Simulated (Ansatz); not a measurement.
# Ag in Ansatz: the effect of functional

Ag:

```
Ag
1.0
    -1.67744    1.67744    1.67744
     1.67744   -1.67744    1.67744
     1.67744    1.67744   -1.67744
Ag
1
Cartesian
  0.0000 0.0000 0.0000
```

This isn't the form of Ag at room conditions, which is fcc.

The cell isn't the ideal one: volume scaled by 1.04.

Alike in all runs:

```yaml
Program: Ansatz 0.2.0
Task: single point
Potentials_or_basis: Ansatz PAW
k_mesh: 11 × 11 × 11
Occupations: fermi-dirac, width 0.05 eV
Spin: no spin polarisation
```

| functional | cutoff | pressure (GPa) |
| --- | --- | --- |
| LDA | 420 eV (not typed: the program's choice for these potentials) | -13.7 |
| PBEsol | 420 eV (not typed: the program's choice for these potentials) | ? |
| r2SCAN | 500 eV (not typed: the program's choice for these potentials) | -6.5 |

Question: What does the run with functional PBEsol give?

Answer: Pressure -9.8 GPa.

Caveats: the PAW data sets come from PBE, with cores solved anew for the run's functional, which leaves a small shift of forces and pressure.
